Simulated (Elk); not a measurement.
An input for Elk 11.2.3 (patched build) (BeTe (F-43m)):

```
tasks
  185
  186
  187

xctype
  20

rgkmax
  8.5

gmaxvr
  18.0

lmaxapw
  10

lmaxo
  8

nxlo
  2

lorbcnd
  .true.

autolinengy
  .true.

tshift
  .false.

ngridk
  4 4 4

vkloff
  0.05 0.15 0.25

nempty
  10

swidth
  0.00551

scissor
  0.02120

gmaxrf
  2.5

wplot
  263 100 0
  0.0 0.4836

optcomp
  1 1
  2 2
  3 3

nvbse
  3

ncbse
  3

bsefull
  .true.

sppath
  './'

avec
  0.0000000000 5.2345413652 5.2345413652
  5.2345413652 0.0000000000 5.2345413652
  5.2345413652 5.2345413652 -0.0000000000

atoms
  2
  'Be.in'
  1
  0.0000000000 0.0000000000 0.0000000000
  'Te.in'
  1
  0.2500000000 0.2500000000 0.2500000000
```

The database entry behind the starting cell differs from later determinations by our own check (an axis about 1.5 % short against later determinations), so it need not match the best structure at ambient conditions.

```sh
OMP_NUM_THREADS=4 elk > log
```

**Question.** Estimate wall time and host memory on 4 threads of Arm Neoverse V2, shared host.

It took 50 s; on shared hardware allow 25 s to 1.7 min. Peak host memory was 0.17 GiB.

The matrix is small, so building the kernel's matrix elements and any screening outweighs its diagonalisation.

[Paths, hosts, dates, memory and timing lines, banners, echoed tables and standing remarks are left out of the program output.]

[Logs are printed without paths, hosts, clocks, repeated set-up lines and the standing remarks that a program may print on its own settings, such as how far it seeks lower states.]

[Runs of the session that timed out or met a known fault of the program may be left out.]

[Hosts, paths, dates, database ids (printed as entryN), source tags and the programs' standing remarks are cut or masked in the printed files.]
